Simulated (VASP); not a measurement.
Set up this calculation in VASP 6.6.1, as the native input.

```yaml
Task: single point
Functional: PBEsol
Potentials_or_basis: VASP PAW PBE potentials, release 64 (Fe, O)
Cutoff: 520 eV
k_mesh: 11 × 11 × 11
Occupations: fermi-dirac, width 0.05 eV
Spin: collinear spin, ferromagnetic start
Starting_moments: "[3.0, 0.0] μB"
Ladder: free
Further_INCAR_settings: ALGO = Normal; EDIFF = 1e-07; NBANDS = 18
```

The structure of FeO (Wuestite) lies in POSCAR:

```
FeO
1.0
    0.0000000000      2.1554000000      2.1554000000
    2.1554000000      0.0000000000      2.1554000000
    2.1554000000      2.1554000000      0.0000000000
Fe O
1 1
Direct
    0.0105020000     -0.0002270000      0.0210580000
    0.5140650000      0.5129880000      0.4906050000
```

The cell isn't the ideal one: atoms moved at random, drawn with an rms of 0.05 Å.

One way to write it, as run:

INCAR

```
PREC     = Accurate       # precision mode
ENCUT    = 520            # plane-wave cutoff, eV
EDIFF    = 1E-7           # SCF threshold, eV
ISMEAR   = -1             # smearing method
SIGMA    = 0.05           # smearing width, eV
LREAL    = False          # projectors in reciprocal space
LASPH    = True           # aspherical terms in the spheres
NELM     = 120            # most SCF steps
ALGO     = Normal         # electronic algorithm
ISIF     = 2              # what is computed and relaxed
LWAVE    = False          # write WAVECAR
LCHARG   = False          # write CHGCAR
ISPIN    = 2              # spin polarisation
MAGMOM   = 3 0            # initial moments
LORBIT   = 11             # projections on sites
LMAXMIX  = 4              # l up to which the mixer works
GGA      = PS             # functional
NBANDS   = 18             # bands
```

KPOINTS

```
regular mesh
0
Gamma
  11 11 11
```

Potentials or basis: VASP PAW PBE potentials, release 64 (Fe, O).

The run is started by

```sh
$ cat potpaw_PBE.64/Fe/POTCAR potpaw_PBE.64/O/POTCAR > POTCAR
$ mpirun -np 1 vasp_std > vasp.out
```

It gave:

The pressure is -7.7 GPa, the largest force is 0.193 eV/Å and the band gap on the k mesh is none (metal or under the smearing width). The net moment is 4.00 μB per cell and the site moments are Fe +3.61; O +0.30 μB. The valence electrons inside the program's atomic spheres are Fe 6.75; O 4.97.

Caveat: the PAW data sets were made with another functional, which shifts forces and pressure a little; a cell with one magnetic atom can't hold antiferromagnetic order, which such compounds often take; semilocal functionals often make such compounds metallic where correlation or magnetic order opens a gap, which also shifts bond lengths.

It took 2.5 min on 1 thread of Intel(R) Xeon(R) 6975P-C (Granite Rapids), on a shared host, peak memory 0.45 GiB.
